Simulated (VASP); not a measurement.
CdSe, 8 atoms in the cell. The cell holds a slab with vacuum, 8 atoms: a = 4.298 Å, b = 4.298 Å, c = 26.400 Å, α = 90.00°, β = 90.00°, γ = 120.00°.  The cell isn't the ideal one: the (0 0 1) slab of CdSe, cut from the database cell, not relaxed.

* Program: VASP 6.6.1
* Task: single point
* Functional: PBE
* Potentials or basis: VASP PAW PBE potentials, release 64 (Se, Cd)
* Cutoff: 520 eV
* k mesh: 7 × 7 × 1
* Occupations: fermi-dirac, width 0.05 eV
* Spin: no spin polarisation
* Dipole correction: yes
* Further INCAR settings: ALGO = Normal; EDIFF = 1e-07; NBANDS = 46

Potentials or basis: VASP PAW PBE potentials, release 64 (Se, Cd).

Command:

```sh
$ cat potpaw_PBE.64/Se/POTCAR potpaw_PBE.64/Cd/POTCAR > POTCAR
$ mpirun -np 1 vasp_std > vasp.out
```

Hardware: 1 thread of AMD EPYC 9R45 96-Core Processor (Zen 5) (shared host).

Problem. Estimate the wall time of this run.

Solution. It took 6.9 min on 1 thread of AMD EPYC 9R45 96-Core Processor (Zen 5) (shared host), peak memory 0.47 GiB. Counts: scf iterations 53, k points 8.
